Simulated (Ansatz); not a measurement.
Reaction (formal exchange of groups at the Sn–C bond): `[NH2][SnH]([OH])[CH]=O` + `CCS` → `[NH2][SnH]([OH])[SH]` + `CCC=O`

Program: Ansatz. Geometries: PBE0-D4/def2-TZVP. ΔE: electronic, gas phase. CBS: MP2 limit from def2 TZ/QZ plus the TZ coupled-cluster correction, frozen cores. DFT in def2-TZVPP. Elements past krypton have def2 core potentials. For Sn outer-core shells are correlated without core-valence functions, which leaves a few kJ/mol of doubt a bond. One conformer a species, not always the lowest.

`[NH2][SnH]([OH])[CH]=O`:

Z-matrix (Å, degrees):
```
Sn
O 1 1.967
C 1 2.208 2 99.6
N 1 2.017 2 111.8 3 115.0
H 1 1.705 2 109.6 3 -125.6
H 2 0.963 1 110.0 3 1.7
O 3 1.200 1 117.8 2 -3.4
H 3 1.114 1 122.0 2 175.3
H 4 1.012 1 113.7 2 -39.6
H 4 1.012 1 113.7 2 84.3
```

`CCS`:

Z-matrix (Å, degrees):
```
C
C 1 1.514
H 1 1.094 2 110.6
H 1 1.091 2 111.0 3 120.4
H 1 1.093 2 111.0 3 -119.6
S 2 1.813 1 114.1 3 -177.2
H 2 1.092 1 111.5 3 58.7
H 2 1.093 1 110.8 3 -60.2
H 6 1.343 2 96.8 1 -62.2
```

`[NH2][SnH]([OH])[SH]`:

Cartesian coordinates in Å:
```
N -1.465 -1.089 0.338
Sn -0.178 0.414 -0.003
O 0.113 0.295 -1.937
S 1.949 0.099 1.087
H -1.290 -1.881 -0.267
H -1.492 -1.416 1.295
H -0.838 1.927 0.407
H 1.048 0.231 -2.151
H 2.154 1.420 1.231
```

`CCC=O`:

```xyz
10

C     0.471   -1.059   -0.023
C     0.027    0.284    0.544
C    -0.624    1.136   -0.504
O    -0.305    2.259   -0.778
H     0.867   -1.701    0.766
H    -0.364   -1.587   -0.492
H     1.251   -0.930   -0.776
H     0.858    0.840    0.981
H    -0.721    0.118    1.330
H    -1.461    0.640   -1.049
```

Question: Is it downhill or uphill in electronic energy at CCSD(T)/CBS, and by how much? (An estimate is asked.)

Answer: The calculation gave: Downhill: ΔE = -1.39 eV.

Question: What do these levels give: r2SCANh-D4, PBE-QIDH, revPBE, BHLYP, CCSD(T)/def2-SVP, SCS-MP2/def2-TZVPP? (Best estimate.)

Answer: The calculation gave: r2SCANh-D4 -1.43, PBE-QIDH -1.45, revPBE -1.30, BHLYP -1.45, CCSD(T)/def2-SVP -1.42, SCS-MP2/def2-TZVPP -1.38 eV.

Largest T1 diagnostic among the species: 0.015.

In def2-TZVPP, CCSD(T) changes the Hartree–Fock value by +0.19 eV (the triples alone add +0.03 eV) and MP2 by +0.14 eV. From PBE to PBE0 (25 % exact exchange), in def2-TZVPP and without D4, ΔE moves by −0.09 eV. Leaving LDA and LC-ωPBE aside and taking each functional with its dispersion term where it has one, the values, not all of them listed here, spread over 0.20 eV, from r2SCAN0-D4 to BLYP-D4. LDA lies −0.04 eV from PBE without D4.
